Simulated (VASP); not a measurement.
# HfO2 (P4_2/mnm) in VASP: settings compared, part 2 of 2

VASP 6.6.1. The steps go on from the part before.

## (3) Relaxation of cell and atoms, revPBE

INCAR

```
SYSTEM = HfO2
ALGO     = Normal         ! electronic algorithm
EDIFF    = 1E-7           ! SCF threshold, eV
EDIFFG   = -0.005         ! ionic threshold
ENCUT    = 600            ! plane-wave cutoff, eV
GGA      = RE             ! functional
IBRION   = 2              ! ionic algorithm
ISIF     = 3              ! what is computed and relaxed
ISMEAR   = -1             ! smearing method
LASPH    = .TRUE.         ! aspherical terms in the spheres
LCHARG   = .FALSE.        ! write CHGCAR
LREAL    = .FALSE.        ! projectors in reciprocal space
LWAVE    = .FALSE.        ! write WAVECAR
NELM     = 60             ! most SCF steps
NSW      = 40             ! ionic steps
PREC     = Accurate       ! precision mode
SIGMA    = 0.05           ! smearing width, eV
```

KPOINTS

```
k-points
0
G
  6 6 8
  0 0 0
```

POSCAR

```
HfO2
1.0
    4.8135329900      0.0000000000      0.0000000000
    0.0000000000      4.8135329900      0.0000000000
    0.0000000000      0.0000000000      3.2054154100
Hf O
2 4
Direct
    0.5000000000      0.5000000000      0.5000000000
    0.0000000000      0.0000000000      0.0000000000
    0.8050448800      0.1949551200      0.5000000000
    0.6949551200      0.6949551200      0.0000000000
    0.3050448800      0.3050448800      0.0000000000
    0.1949551200      0.8050448800      0.5000000000
```

Potentials or basis: VASP PAW PBE potentials, release 64 (Hf_pv, O).

Started as:

```
cat potpaw_PBE.64/Hf_pv/POTCAR potpaw_PBE.64/O/POTCAR > POTCAR
mpirun -np 1 vasp_std > vasp.out
```

OUTCAR:

```text
SYSTEM = HfO2
   EDIFF = 1E-7
   EDIFFG = -0.005
   ENCUT = 600
   GGA = RE
   IBRION = 2
   ISIF = 3
   ISMEAR = -1
   LASPH = .TRUE.
   LREAL = .FALSE.
   NELM = 60
   NSW = 40
   PREC = Accurate

 ion  position               nearest neighbor table
   1  0.500  0.500  0.500-   3 2.08   6 2.08   5 2.08   4 2.08   4 2.08   5 2.08   2 3.76   2 3.76
                             2 3.76   2 3.76   2 3.76   2 3.76   2 3.76   2 3.76
   2  0.000  0.000  0.000-   4 2.08   5 2.08   3 2.08   6 2.08   3 2.08   6 2.08   1 3.76   1 3.76
                             1 3.76   1 3.76   1 3.76   1 3.76   1 3.76   1 3.76
   3  0.805  0.195  0.500-   1 2.08   2 2.08   2 2.08
   4  0.695  0.695  0.000-   2 2.08   1 2.08   1 2.08
   5  0.305  0.305  0.000-   2 2.08   1 2.08   1 2.08
   6  0.195  0.805  0.500-   1 2.08   2 2.08   2 2.08

  LATTYP: Found a simple tetragonal cell.
 ALAT       =     4.8135329900
 C/A-ratio  =     0.6659174076

  Lattice vectors:

[... 480 lines left out ...]

 E-fermi :   3.2754     XC(G=0): -10.6034

 val. band max:        2.2461697451   @ k =   0.0000   0.0000   0.0000
 cond. band min:       6.1699730288   @ k =   0.0000   0.0000   0.0000
 fundamental gap:      3.9238032837
 Fermi energy:         3.2753568625

 k-point     1 :       0.0000    0.0000    0.0000
  band No.  band energies     occupation
      1     -27.3862      2.00000
      2     -27.3862      2.00000
      3     -27.1319      2.00000
      4     -27.1319      2.00000
      5     -27.0116      2.00000
      6     -26.9621      2.00000
[... 685 lines left out ...]
     25       7.8497      0.00000
     26       7.8497      0.00000

 [... further k-points ...]

------------------------ aborting loop because EDIFF is reached ----------------------------------------

  FORCE on cell =-STRESS in cart. coord.  units (eV):
  Direction    XX          YY          ZZ          XY          YZ          ZX
  --------------------------------------------------------------------------------------
  -------------------------------------------------------------------------------------
  Total       -0.0082332     -0.0082332     -0.0276486      0.0000000      0.0000000      0.0000000
  in kB       -0.1708382     -0.1708382     -0.5737073      0.0000000      0.0000000      0.0000000
  external PRESSURE =      -0.3051279 kB  Pullay stress =       0.0000000 kB
[... 21 lines left out ...]
  FREE ENERGIE OF THE ION-ELECTRON SYSTEM (eV)
  ---------------------------------------------------
  free  energy   TOTEN  =       -58.7539846811 eV

  energy  without entropy=      -58.7539846811  energy(sigma->0) =      -58.75398468

 reached required accuracy - stopping structural energy minimisation
```

OSZICAR:

```text
N       E                     dE             d eps       ncg     rms          rms(c)
DAV:   1     0.302723060040E+03    0.30272E+03   -0.27491E+04  2608   0.186E+03
DAV:   2    -0.541424523628E+02   -0.35687E+03   -0.35103E+03  3462   0.424E+02
DAV:   3    -0.693197379856E+02   -0.15177E+02   -0.15149E+02  2996   0.841E+01
[... 83 lines left out ...]
DAV:   2    -0.587539861475E+02    0.47576E-05   -0.26476E-05  3362   0.346E-02    0.217E-02
DAV:   3    -0.587539851426E+02    0.10049E-05   -0.57304E-07  2854   0.597E-03    0.119E-02
DAV:   4    -0.587539845233E+02    0.61922E-06   -0.13658E-06  2862   0.800E-03    0.309E-03
DAV:   5    -0.587539846400E+02   -0.11668E-06   -0.98668E-08  1558   0.210E-03    0.141E-03
DAV:   6    -0.587539846811E+02   -0.41068E-07   -0.99373E-09  1414   0.800E-04
   8 F= -.58753985E+02 E0= -.58753985E+02  d E =-.118866E-04
```

CONTCAR:

```text
HfO2
   1.00000000000000
     4.8845765892366897   -0.0000000000000000    0.0000000000000000
    -0.0000000000000000    4.8845765892366897    0.0000000000000000
     0.0000000000000000    0.0000000000000000    3.2362261664026555
  Hf              O
     2     4
Direct
     0.5000000000000000    0.5000000000000000    0.5000000000000000
     0.0000000000000000    0.0000000000000000    0.0000000000000000
     0.8054192310046404    0.1945807689953596    0.5000000000000000
     0.6945807689953596    0.6945807689953596    0.0000000000000000
     0.3054192310046404    0.3054192310046404    0.0000000000000000
     0.1945807689953596    0.8054192310046404    0.5000000000000000

  0.00000000E+00  0.00000000E+00  0.00000000E+00
  0.00000000E+00  0.00000000E+00  0.00000000E+00
  0.00000000E+00  0.00000000E+00  0.00000000E+00
  0.00000000E+00  0.00000000E+00  0.00000000E+00
  0.00000000E+00  0.00000000E+00  0.00000000E+00
  0.00000000E+00  0.00000000E+00  0.00000000E+00
```

Run time: 4.2 min. Hardware: 1 thread of AMD EPYC 9R45 (Zen 5), shared host; peak memory 0.25 GiB.

Results:

```yaml
Free_energy: -58.7540 eV
Relaxed_volume: 12.87 Å³/atom
Relaxed_cell: a = 4.885 Å, b = 4.885 Å, c = 3.236 Å, α = 90.00°, β = 90.00°, γ = 90.00°
Space_group_after_relaxing_to_0.05_Å: P4_2/mnm (No. 136)
Energy_gained_by_relaxing: 12.4 meV/atom
Ionic_steps: 8
Pressure_after_relaxing: 0.0 GPa
Largest_force_after_relaxing: 0.005 eV/Å
Band_gap_on_the_k_mesh: 3.92 eV, direct
```

Forces on the atoms (eV/Å):
```
Hf   0.000  0.000  0.000
Hf   0.000  0.000  0.000
O   -0.003  0.003  0.000
O    0.003  0.003  0.000
O   -0.003 -0.003  0.000
O    0.003 -0.003  0.000
```

The path:
```csv
step,energy change (eV),largest force (eV/Å),pressure (GPa),volume (Å³)
1,0.0000,0.0488,8.56,74.27
2,0.0909,0.2702,-10.74,81.61
3,-0.0722,0.0941,-0.06,77.10
4,-0.0722,0.0915,0.09,77.04
5,-0.0747,0.0120,0.06,77.18
6,-0.0747,0.0104,0.06,77.18
7,-0.0747,0.0014,-0.07,77.23
8,-0.0747,0.0046,-0.03,77.21
```

Final structure:
```
Hf O
1.0
     4.88458    0.00000    0.00000
     0.00000    4.88458    0.00000
     0.00000    0.00000    3.23623
Hf O
2 4
Direct
  0.50000 0.50000 0.50000
  0.00000 0.00000 0.00000
  0.80542 0.19458 0.50000
  0.69458 0.69458 0.00000
  0.30542 0.30542 0.00000
  0.19458 0.80542 0.50000
```

Caveat: the PAW data sets were made with another functional, which shifts forces and pressure a little; spin-orbit coupling is left out, which moves the levels of the heavy elements.
